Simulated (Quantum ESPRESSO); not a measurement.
# CuO (P-6m2) in Quantum ESPRESSO: a series of runs, part 2 of 2

Quantum ESPRESSO 7.5.

**3. Single point, PBEsol, 9.06 Å³/atom**

Input file pw.in:

```
&CONTROL
  calculation = 'scf'
  prefix = 'pwscf'
  outdir = './tmp'
  pseudo_dir = './pseudo'
  tprnfor = .true.
  tstress = .true.
  disk_io = 'nowf'
/
&SYSTEM
  ibrav = 0
  nat = 2
  ntyp = 2
  ecutwfc = 56
  ecutrho = 448
  nbnd = 19
  occupations = 'smearing'
  smearing = 'fd'
  degauss = 0.00367493
/
&ELECTRONS
  conv_thr = 4d-10
  electron_maxstep = 120
  mixing_beta = 0.5
/
ATOMIC_SPECIES
Cu    63.5460 cu_pbesol_v1.2.uspp.F.UPF
O     15.9990 o_pbesol_v1.2.uspp.F.UPF
CELL_PARAMETERS angstrom
   2.7784246776    0.0000000000    0.0000000000
  -1.3892123339    2.4061863546    0.0000000000
   0.0000000000    0.0000000000    2.7116048266
ATOMIC_POSITIONS crystal
Cu     0.0000000000    0.0000000000    0.0000000000
O      0.6666666667    0.3333333333    0.5000000000
K_POINTS automatic
11 11 10 0 0 0
```

Potentials or basis: GBRV 1.5 PBEsol.

Command:

```bash
$ OMP_NUM_THREADS=1 pw.x -in pw.in > pw.out
```

It took 26 s on 1 thread of Arm Neoverse V1, shared host; peak memory 0.14 GiB.

It converged, with:

| Item | Value |
| --- | --- |
| Free energy | -5927.1022 eV |
| Pressure | 2.3 GPa |
| Band gap on the k mesh | none (metal or under the smearing width) |

Caveat: an odd number of electrons without spin polarisation forces a metal; a magnetic or distorted state may lie lower; the run has no spin polarisation, though such a crystal can be magnetic; semilocal functionals often make such compounds metallic where correlation or magnetic order opens a gap, which also shifts bond lengths.

**4. Single point, PBEsol, 9.26 Å³/atom**

Edit pw.in of step 3 so:

```diff
@@ -29,5 +29,5 @@
 CELL_PARAMETERS angstrom
-   2.7784246776    0.0000000000    0.0000000000
-  -1.3892123339    2.4061863546    0.0000000000
-   0.0000000000    0.0000000000    2.7116048266
+   2.7979916932    0.0000000000    0.0000000000
+  -1.3989958417    2.4231318872    0.0000000000
+   0.0000000000    0.0000000000    2.7307012645
 ATOMIC_POSITIONS crystal
```

Command:

```bash
$ OMP_NUM_THREADS=1 pw.x -in pw.in > pw.out
```

Wall time 25 s (1 thread of Arm Neoverse V1, shared host); peak memory 0.14 GiB.

Results (log left out):

| Item | Value |
| --- | --- |
| Free energy | -5927.1037 eV |
| Pressure | -1.9 GPa |
| Band gap on the k mesh | none (metal or under the smearing width) |

Caveat: an odd number of electrons without spin polarisation forces a metal; a magnetic or distorted state may lie lower; the run has no spin polarisation, though such a crystal can be magnetic; semilocal functionals often make such compounds metallic where correlation or magnetic order opens a gap, which also shifts bond lengths.

**5. Single point, PBEsol, 9.45 Å³/atom**

Edit pw.in of step 4 so:

```diff
@@ -29,5 +29,5 @@
 CELL_PARAMETERS angstrom
-   2.7979916932    0.0000000000    0.0000000000
-  -1.3989958417    2.4231318872    0.0000000000
-   0.0000000000    0.0000000000    2.7307012645
+   2.8172887974    0.0000000000    0.0000000000
+  -1.4086443937    2.4398436697    0.0000000000
+   0.0000000000    0.0000000000    2.7495342821
 ATOMIC_POSITIONS crystal
```

Command:

```bash
$ OMP_NUM_THREADS=1 pw.x -in pw.in > pw.out
```

Wall time 24 s (1 thread of Arm Neoverse V1, shared host); peak memory 0.15 GiB.

Results (log left out):

- Free energy: -5927.0956 eV
- Pressure: -5.7 GPa
- Band gap on the k mesh: none (metal or under the smearing width)

Caveat: an odd number of electrons without spin polarisation forces a metal; a magnetic or distorted state may lie lower; the run has no spin polarisation, though such a crystal can be magnetic; semilocal functionals often make such compounds metallic where correlation or magnetic order opens a gap, which also shifts bond lengths.

**6. Single point, PBEsol, 9.64 Å³/atom**

Edit pw.in of step 5 so:

```diff
@@ -29,5 +29,5 @@
 CELL_PARAMETERS angstrom
-   2.8172887974    0.0000000000    0.0000000000
-  -1.4086443937    2.4398436697    0.0000000000
-   0.0000000000    0.0000000000    2.7495342821
+   2.8363251100    0.0000000000    0.0000000000
+  -1.4181625500    2.4563296000    0.0000000000
+   0.0000000000    0.0000000000    2.7681127800
 ATOMIC_POSITIONS crystal
```

Potentials or basis: GBRV 1.5 PBEsol.

Command:

```bash
$ OMP_NUM_THREADS=1 pw.x -in pw.in > pw.out
```

It took 27 s on 1 thread of Arm Neoverse V1, shared host; peak memory 0.15 GiB.

The run converged. Its results:

| Item | Value |
| --- | --- |
| Free energy | -5927.0789 eV |
| Pressure | -9.0 GPa |
| Band gap on the k mesh | none (metal or under the smearing width) |

Caveat: an odd number of electrons without spin polarisation forces a metal; a magnetic or distorted state may lie lower; the run has no spin polarisation, though such a crystal can be magnetic; semilocal functionals often make such compounds metallic where correlation or magnetic order opens a gap, which also shifts bond lengths.

**7. Single point, PBEsol, 9.84 Å³/atom**

Edit pw.in of step 6 so:

```diff
@@ -29,5 +29,5 @@
 CELL_PARAMETERS angstrom
-   2.8363251100    0.0000000000    0.0000000000
-  -1.4181625500    2.4563296000    0.0000000000
-   0.0000000000    0.0000000000    2.7681127800
+   2.8551092674    0.0000000000    0.0000000000
+  -1.4275546287    2.4725971575    0.0000000000
+   0.0000000000    0.0000000000    2.7864451870
 ATOMIC_POSITIONS crystal
```

Command:

```bash
$ OMP_NUM_THREADS=1 pw.x -in pw.in > pw.out
```

Run time: 31 s. Hardware: 1 thread of Arm Neoverse V1, shared host; peak memory 0.15 GiB.

It converged, with:

```
Free energy            : -5927.0548 eV
Pressure               : -11.9 GPa
Band gap on the k mesh : none (metal or under the smearing width)
```

Caveat: an odd number of electrons without spin polarisation forces a metal; a magnetic or distorted state may lie lower; the run has no spin polarisation, though such a crystal can be magnetic; semilocal functionals often make such compounds metallic where correlation or magnetic order opens a gap, which also shifts bond lengths.

**8. Single point, PBEsol, 10.03 Å³/atom**

Edit pw.in of step 7 so:

```diff
@@ -29,5 +29,5 @@
 CELL_PARAMETERS angstrom
-   2.8551092674    0.0000000000    0.0000000000
-  -1.4275546287    2.4725971575    0.0000000000
-   0.0000000000    0.0000000000    2.7864451870
+   2.8736494575    0.0000000000    0.0000000000
+  -1.4368247237    2.4886534331    0.0000000000
+   0.0000000000    0.0000000000    2.8045394939
 ATOMIC_POSITIONS crystal
```

Command:

```bash
$ OMP_NUM_THREADS=1 pw.x -in pw.in > pw.out
```

Run time: 30 s. Hardware: 1 thread of Arm Neoverse V1, shared host; peak memory 0.15 GiB.

It converged, with:

* Free energy: -5927.0240 eV
* Pressure: -14.6 GPa
* Band gap on the k mesh: none (metal or under the smearing width)

Caveat: an odd number of electrons without spin polarisation forces a metal; a magnetic or distorted state may lie lower; the run has no spin polarisation, though such a crystal can be magnetic; semilocal functionals often make such compounds metallic where correlation or magnetic order opens a gap, which also shifts bond lengths.

**9. Single point, PBEsol, 10.22 Å³/atom**

Edit pw.in of step 8 so:

```diff
@@ -29,5 +29,5 @@
 CELL_PARAMETERS angstrom
-   2.8736494575    0.0000000000    0.0000000000
-  -1.4368247237    2.4886534331    0.0000000000
-   0.0000000000    0.0000000000    2.8045394939
+   2.8919534507    0.0000000000    0.0000000000
+  -1.4459767203    2.5045051563    0.0000000000
+   0.0000000000    0.0000000000    2.8224032844
 ATOMIC_POSITIONS crystal
```

Potentials or basis: GBRV 1.5 PBEsol.

Command:

```bash
$ OMP_NUM_THREADS=1 pw.x -in pw.in > pw.out
```

It took 40 s on 1 thread of Arm Neoverse V1, shared host; peak memory 0.16 GiB.

The run converged. Its results:

```yaml
Free_energy: -5926.9873 eV
Pressure: -16.8 GPa
Band_gap_on_the_k_mesh: none (metal or under the smearing width)
```

Caveat: an odd number of electrons without spin polarisation forces a metal; a magnetic or distorted state may lie lower; the run has no spin polarisation, though such a crystal can be magnetic; semilocal functionals often make such compounds metallic where correlation or magnetic order opens a gap, which also shifts bond lengths.

**10. Equation of state, PBEsol**

Potentials or basis: GBRV 1.5 PBEsol.

No new run: the results of the series are fitted here.

What came out:

* Equilibrium volume: 9.19 Å³/atom
* Bulk modulus at fixed shape and positions: 198 GPa
* Pressure derivative of the bulk modulus: 4.8

Energy against volume, from the lowest point:
| volume (Å³/atom) | energy (meV/atom) |
| --- | --- |
| 9.064 | 0.73 |
| 9.257 | 0.00 |
| 9.450 | 4.07 |
| 9.643 | 12.39 |
| 9.836 | 24.46 |
| 10.028 | 39.87 |
| 10.221 | 58.20 |

Caveat: the cell was scaled at fixed shape and fractional positions, which overstates the stiffness of a crystal with free parameters, most of all of layers and chains; the run has no spin polarisation, though such a crystal can be magnetic.

**11. The reference run**

An earlier run on the cell as given: functional PBE; potentials or basis SSSP 1.3 efficiency PBE; cutoff 748 eV; density cutoff 5987 eV; k mesh 11 × 11 × 10; occupations fermi-dirac, width 0.05 eV; no spin polarisation.

- Pressure: -1.0 GPa
- Band gap on the k mesh: none (metal or under the smearing width)

**12. The runs side by side**

```csv
task,level,potentials or basis,cutoff (eV),gap on the mesh (eV),pressure (GPa)
band structure,PBEsol,GBRV 1.5 PBEsol,762,none,-9.0
equation of state,PBEsol,GBRV 1.5 PBEsol,762,-,-
single point,PBE,SSSP 1.3 efficiency PBE,748,none,-1.0
```

Alike in all rows: no spin polarisation; cell as given; k mesh 11 × 11 × 10; smearing fermi-dirac 0.05 eV.

Caveats: the run has no spin polarisation, though such a crystal can be magnetic; an odd number of electrons without spin polarisation forces a metal (some runs); a magnetic or distorted state may lie lower (some runs); semilocal functionals often make such compounds metallic where correlation or magnetic order opens a gap, which also shifts bond lengths (some runs); the cell was scaled at fixed shape and fractional positions, which overstates the stiffness of a crystal with free parameters, most of all of layers and chains (some runs).

Absolute energies hang on the potentials; compare differences alone.
